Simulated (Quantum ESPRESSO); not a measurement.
Runs of Quantum ESPRESSO 7.5 on BN. Symmetry: P6_3mc, No. 186, hexagonal system. The conventional cell has a = 2.554 Å, b = 2.554 Å, c = 4.227 Å, α = 90.00°, β = 90.00°, γ = 120.00°. N (site symmetry 3m) has 4 B at 1.57 to 1.58 Å as nearest neighbours. B (site symmetry 3m) is surrounded by 4 N at 1.57 to 1.58 Å. Measurements of this composition are mostly on another form, of space group No. 194.

```tsv
level	potentials or basis	form of the LDA correlation	pressure (GPa)	largest force (eV/Å)
BLYP	GBRV 1.5 PBE	-	(b)	0.02
PBEsol	GBRV 1.5 PBEsol	-	-5.4	0.01
AM05	GBRV 1.5 PBE	-	-5.9	0.01
LDA	GBRV 1.5 LDA	PZ81	(a)	0.02
WC	GBRV 1.5 PBE	-	-4.9	0.01
```

Alike in all rows: task dielectric tensor; no spin polarisation; cell as given; k mesh 8 × 8 × 4, shifted; cutoff (eV) 612; smearing fermi-dirac 0.05 eV.

Question: Estimate the missing entries.

Answer: (a) -12.5; (b) 9.0.

Caveats: the cell is more than 3 GPa from zero pressure, which shifts response properties; the potentials were made for another functional, which shifts forces and pressure (some runs).

Runs at the PBE level aren't shown here.
